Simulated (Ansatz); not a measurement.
Runs of Ansatz 0.2.0 on I. The structure is cubic, space group Im-3m (No. 229). Conventional cell: a = 4.179 Å, b = 4.179 Å, c = 4.179 Å, α = 90.00°, β = 90.00°, γ = 90.00°. Around I (site symmetry m-3m) lie 8 I at 3.62 Å. The real solid is made of molecules; this cell is a model form.

| level | gap on the mesh (eV) | pressure (GPa) | relaxed volume (Å³/atom) |
| --- | --- | --- | --- |
| PBEsol | none | 0.0 | 32.99 |
| PBEsol+D4 | none | 0.0 | (a) |
| PBEsol+D3(BJ) | none | 0.0 | 31.22 |
| PBEsol+D3(BJ)-ATM | none | 0.0 | 31.35 |

Alike in all rows: task relaxation of cell and atoms; potentials or basis Ansatz PAW; no spin polarisation; cell relaxed; k mesh 9 × 9 × 9; cutoff (eV) 420; smearing fermi-dirac 0.05 eV.

Q: Fill in the values left out.

A: (a) 31.80.

Caveats: the plane-wave basis is chosen anew once the cell has moved, so the energies of steps on either side of that aren't comparable; an odd number of electrons without spin polarisation forces a metal; a magnetic or distorted state may lie lower; the PAW data sets come from PBE, with cores solved anew for the run's functional, which leaves a small shift of forces and pressure; pairwise dispersion overbinds metals, which lowers pressure and volume (some runs).

A k mesh can miss the band edges, and the runs leave out spin-orbit coupling on I.

A gap of «none» marks a metal or a gap under the smearing width.
